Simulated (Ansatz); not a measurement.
## A series in volume per atom on Pt

All results are calculated (Ansatz 0.2.0). Periodic Kohn-Sham DFT of a crystal at fixed atoms; pressure and stress are positive in compression; the energy is the free energy less that of spherical unpolarised free atoms; site moments are those in the method's own spheres, positive along +z.

Cell of the first row (space group Fm-3m, No. 225):
```
Pt
1.0
      0.0000     1.9317     1.9317
      1.9317     0.0000     1.9317
      1.9317     1.9317     0.0000
Pt
1
Direct
  0.00000 0.00000 0.00000
```

Settings of every row: method frozen-core PAW; functional LDA; relativity scalar; k mesh 16x16x16; filling fermi-dirac; smearing width 0.05 eV; wave cutoff 420 eV; paw set soft_2.

Atom start moment: 0 on all atoms.

Limits: PAW files made with PBE; no spin-orbit coupling on heavy atoms.

```csv
row,volume per atom (Å³),pressure (GPa)
1,14.415,7.716
2,15.021,-5.156
3,15.327,-10.5
4,15.634,-15.175
5,16.247,?
```

Question: what pressure should row 5 give?

Worked fit of pressure. Take u = (V_r/V)^(2/3) − 1 with V_r = 15.174 Å³ an atom, which is twice the finite (Eulerian) strain; such expansions in the strain, on which the Birch-Murnaghan equation of state is built, carry the rest volume and the bulk modulus. The shown rows have u = 0.0348, 0.00678, -0.00667, -0.01971. Least squares give pressure = −7.9175 + 397.478 × u + 1487.09 × u² GPa; a straight line predicts inner rows, each left out in turn, worse (root mean square 0.68 against 0.005 GPa). The rows lie off it by 0.000, -0.002, 0.003, -0.001. The pressure vanishes at u = 0.0186, or V = 14.76 Å³ an atom, and there the bulk modulus at fixed shape and fractions is B = −V dP/dV = (2/3)(1 + u) dP/du = 308 GPa. The withheld row has u = -0.04453, so the fit gives −7.9175 + 397.478 × (-0.04453) + 1487.09 × (-0.04453)² = -22.668 GPa.

The calculation gave -22.812 GPa. The fit lies 0.144 GPa (0.47 % of the column's range) above it; its largest miss of a shown row is 0.003 GPa. This row lies beyond the range of the fit.
